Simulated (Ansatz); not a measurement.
# Stack of 1T-NiSeTe under TaGe2P4, shifted by a third of the diagonal in a perpendicular field, part 3 of 3

Aim: how the stack of 1T-NiSeTe under TaGe2P4, shifted by a third of the diagonal screens a field along its normal, and what the field does to its bands. A positive field points along +c.

Ansatz 0.2.0; plane-wave DFT, PBE-D3(BJ), Ansatz PAW.

So far. Step 7 (Atoms held, field -0.3 V/Å): The dipole is -0.404 e·Å, -0.330 e·Å from its value without field. Step 8 (Response, atoms held): The induced dipole is that of a conductor 17.88 Å thick.

### Step 9. The same run with other settings: crystal.symmetry = {"detect": false}

This step: plane-wave DFT, PBE-D3(BJ), Ansatz PAW (Ansatz 0.2.0).

A run with a changed input: it repeats the earlier run at 0.1 V/Å with crystal.symmetry to detect: false.

input.yaml reads:

```yaml
crystal:
  lattice:
    - [3.5849027744, 0.0, 0.0]
    - [-1.7924513872, 3.1046168727, 0.0]
    - [0.0, 0.0, 33.3832155913]
  atoms:
    - { symbol: Te, position: [0.6666666667, 0.3333333333, 0.2695965574] }
    - { symbol: Ni, position: [0.0, 0.0, 0.3131196131] }
    - { symbol: Se, position: [0.3333333333, 0.6666666667, 0.3492650524] }
    - { symbol: P, position: [0.3333333333, 0.6666666667, 0.4410110311] }
    - { symbol: Ge, position: [0.6666666667, 0.3333333333, 0.4734592302] }
    - { symbol: P, position: [0.6666666667, 0.3333333333, 0.5433519089] }
    - { symbol: Ta, position: [0.3333333333, 0.6666666667, 0.5855424039] }
    - { symbol: P, position: [0.6666666667, 0.3333333333, 0.6285267167] }
    - { symbol: Ge, position: [0.6666666667, 0.3333333333, 0.6982811931] }
    - { symbol: P, position: [0.3333333333, 0.6666666667, 0.7304034426] }
  symmetry: { detect: false }
kpoints:
  mp_grid: { grid: [18, 18, 1] }
  band_path:
    path: [[0, 0, 0], [0.5, 0, 0], [0.33333333, 0.33333333, 0], [0, 0, 0]]
    npoints: 16
hamiltonian:
  xc: pbe
  dispersion: d3bj
scf:
  occupations: { method: fermi_dirac, width: 0.05 }
  convergence: { dr2_threshold: 1.0e-10 }
efield:
  axis: 3
  dipole_correction: true
  ramp_position: 0.9632
  ramp_width: 0.0644
  amplitude: 0.1
output:
  write_potential: true
  write_density: true
  volumetric_format: npy
```

Started as:

```console
> ansatz run input.yaml --threads 4 --pin off --max-ram 12288MiB --backend cpu --events-out ev --progress --plain --runs-dir out
```

Numbers of over 12 decimals in the logs are rounded to 6 here.

Output:

```text
[...]
Crystal: 10 atoms, lattice volume = 371.547 Å³
Basis set: ecut = 420 eV, 7137 PW (Γ)
Bands: 67, of which v1, the nominal top of the filled ones, is band 56 counted from 1 (55 counted from 0)
Symmetry: 1 space group operations
k-points: 164 of 324 (time reversal used)
[...]
SCF iter   1: F=—  HF=-39842.090839 eV  |F-HF|=—  |Δ(HF+E_count)|=         —  Δρ=6.04e-2  dr2=3.55e1  ethr=3.10e-3  p=0.111 e·Å  D=5.39e-2 V/Å  ΔV_dip=-1.80 eV  dr2_dipole=1.09e1  V_vac-E_F(+/−)=7.06/5.81 eV  ⟨swp⟩=9.1  Hψ=49189  notcnv=0  defer=90
[...]
SCF iter  15: F=-39839.106303 eV  HF=-39839.106303 eV  |F-HF|=3.64e-11  |Δ(HF+E_count)|=  7.28e-12  Δρ=4.24e-8  dr2=1.21e-11  ethr=1.00e-12  p=0.036 e·Å  D=1.75e-2 V/Å  ΔV_dip=-0.58 eV  dr2_dipole=1.83e-12  V_vac-E_F(+/−)=6.10/3.63 eV  ⟨swp⟩=2.0  Hψ=20445  notcnv=0
SCF 1 converged in 15 iterations: F = -39839.106303 eV  dr2 = 1.21e-11
[...]
SCF converged after 15 iterations
Free energy (F): -39839.106303 eV
[...]
Internal energy: -39839.068967 eV  (E = F + TS)
E sigma→0 (E₀):  -39839.087635 eV
Entropy (-TS):   -0.037336 eV (-3.734 meV/atom)
Fermi energy:    3.059079 eV
Dipole field:    D = 0.017490 V/Å  (p = 0.035912 e·Å, saw-weighted, corrected)
Work function:   not extracted (applied field tilts the vacuum); planar V_es + V_field profile in the machine report
[...]
--- Band table (eV; the first three rows and the last of 164) ---
  k-point 0: bands = [... 52 lower, 2.8477, 3.2897, 3.2897, 3.7523, 4.9429, 4.9429, 5.1180, 5.6260, ... 7 higher]
  k-point 1: bands = [... 52 lower, 2.8572, 3.1037, 3.2274, 3.7642, 4.6840, 4.9055, 5.3827, 5.8485, ... 7 higher]
  k-point 2: bands = [... 52 lower, 2.5232, 2.9751, 3.0484, 3.7050, 4.1082, 4.8135, 5.4561, 5.7732, ... 7 higher]
  k-point 163: bands = [... 52 lower, 1.4378, 1.7345, 2.3651, 2.4056, 3.7759, 4.3825, 4.4083, 4.7332, ... 7 higher]
```

The job ended after 3.9 min (4 threads of Arm Neoverse V1, shared host; peak memory 3.9 GiB).

This step gave:

```
energy at zero smearing : -39839.0876 eV
dipole along the normal : 0.03591 e·Å
```

The electronic bands at the labelled points (eV, zero at the Fermi level):

```
  point  band 52  band 53  band 54  band 55  band 56  band 57  band 58  band 59
      Γ    -0.41    -0.21     0.23     0.23     0.69     1.88     1.88     2.06
halfway    -1.28    -1.26    -0.78    -0.62    -0.04     0.37     1.50     1.76
      M    -1.94    -1.62    -1.32    -0.69    -0.65     0.72     1.32     1.35
halfway    -1.95    -1.82    -1.33    -1.00     0.07     0.35     0.78     1.60
      K    -1.89    -1.78    -1.35    -0.85     0.16     0.58     0.80     1.51
halfway    -1.49    -1.38    -1.11    -0.36    -0.05     0.31     0.86     2.30
      Γ    -0.41    -0.21     0.23     0.23     0.69     1.88     1.88     2.06
```

| quantity | this run | earlier run | difference |
| --- | --- | --- | --- |
| dipole along the normal (e·Å) | 0.03591 | 0.03591 | 2.4e-6 |

The dipole moves by under 0.5 % or 5e-5 e·Å.

Of the bands kept, 3 cross the Fermi level on this path.

### Step 10. A changed input: scf.n_extra_bands = 4

Another changed input: it repeats the earlier run at 0.1 V/Å with scf.n_extra_bands to 4.

Edit input.yaml of step 9 so:

```diff
@@ -16,3 +16,2 @@
     - { symbol: P, position: [0.3333333333, 0.6666666667, 0.7304034426] }
-  symmetry: { detect: false }
 kpoints:
@@ -28,2 +27,3 @@
   convergence: { dr2_threshold: 1.0e-10 }
+  n_extra_bands: 4
 efield:
```

Output:

```text
[...]
Crystal: 10 atoms, lattice volume = 371.547 Å³
Basis set: ecut = 420 eV, 7137 PW (Γ)
Bands: 60, of which v1, the nominal top of the filled ones, is band 56 counted from 1 (55 counted from 0)
Symmetry: 6 space group operations
[...]
k-points: 37 of 324 (time reversal used)
[...]
SCF iter   1: F=—  HF=-39842.097490 eV  |F-HF|=—  |Δ(HF+E_count)|=         —  Δρ=6.03e-2  dr2=3.55e1  ethr=3.10e-3  p=0.111 e·Å  D=5.39e-2 V/Å  ΔV_dip=-1.80 eV  dr2_dipole=1.09e1  V_vac-E_F(+/−)=7.06/5.81 eV  ⟨swp⟩=7.7  Hψ=9804  notcnv=0
[...]
SCF iter  14: F=-39839.106303 eV  HF=-39839.106303 eV  |F-HF|=7.28e-11  |Δ(HF+E_count)|=  2.91e-11  Δρ=1.01e-7  dr2=6.34e-11  ethr=1.00e-12  p=0.036 e·Å  D=1.75e-2 V/Å  ΔV_dip=-0.58 eV  dr2_dipole=1.38e-11  V_vac-E_F(+/−)=6.10/3.63 eV  ⟨swp⟩=5.7  Hψ=7894  notcnv=0
SCF 1 converged in 14 iterations: F = -39839.106303 eV  dr2 = 6.34e-11
[...]
SCF converged after 14 iterations
Free energy (F): -39839.106303 eV
[...]
Internal energy: -39839.068967 eV  (E = F + TS)
E sigma→0 (E₀):  -39839.087635 eV
Entropy (-TS):   -0.037336 eV (-3.734 meV/atom)
Fermi energy:    3.059079 eV
Dipole field:    D = 0.017488 V/Å  (p = 0.035907 e·Å, saw-weighted, corrected)
Work function:   not extracted (applied field tilts the vacuum); planar V_es + V_field profile in the machine report
[...]
--- Band table (eV; the first three rows and the last of 37) ---
  k-point 0: bands = [... 52 lower, 2.8477, 3.2897, 3.2897, 3.7523, 4.9429, 4.9429, 5.1180, 5.6260]
  k-point 1: bands = [... 52 lower, 2.8572, 3.1037, 3.2274, 3.7642, 4.6840, 4.9055, 5.3827, 5.8485]
  k-point 2: bands = [... 52 lower, 2.5232, 2.9751, 3.0484, 3.7050, 4.1082, 4.8135, 5.4561, 5.7732]
  k-point 36: bands = [... 52 lower, 1.2790, 1.7049, 2.2072, 3.2147, 3.6373, 3.8550, 4.5647, 4.6596]
```

It took 58 s on 4 threads; peak memory 1.5 GiB.

The electronic bands at the labelled points (eV, zero at the Fermi level):

(Unchanged from step 9.)

```csv
quantity,this run,earlier run,difference
dipole along the normal (e·Å),0.03591,0.03591,-2.1e-6
```

The dipole moves by under 0.5 % or 5e-5 e·Å. The run took 14 SCF cycles against 15.

Of the bands kept, 3 cross the Fermi level on this path.

### Step 11. What came out

```json
{
 "gap without field": "none",
 "work function, upper face": "5.49 eV",
 "step between the vacuum levels": "1.20 eV",
 "equivalent conductor thickness, atoms held": "17.9 Å"
}
```

The induced dipole equals that of a perfect conductor 17.88 Å thick, while the outer atoms lie 15.38 Å apart. The two faces differ: the vacuum level above lies 1.20 eV higher than the one below. There is no gap over 0.03 eV, with or without the field. The first relaxation ran with spin and lost its moment, and the later runs have none; other magnetic states were not tried. Spin-orbit coupling is left out, which matters for the bands of elements this heavy. The outer anions sit over the metal atoms, one of several polytypes of such layers and not the lowest for every compound.

[Logs are printed without paths, hosts, clocks, repeated set-up lines and the standing remarks that a program may print on its own settings, such as how far it seeks lower states.]

[Hosts, paths, dates, database ids (printed as entryN), source tags and the programs' standing remarks are cut or masked in the printed files.]

[Maps of the electrostatic potential energy from Ansatz leave out the sawtooth potential of an applied field or a dipole correction, so their vacuum need not be flat; planar profiles and work functions include it.]
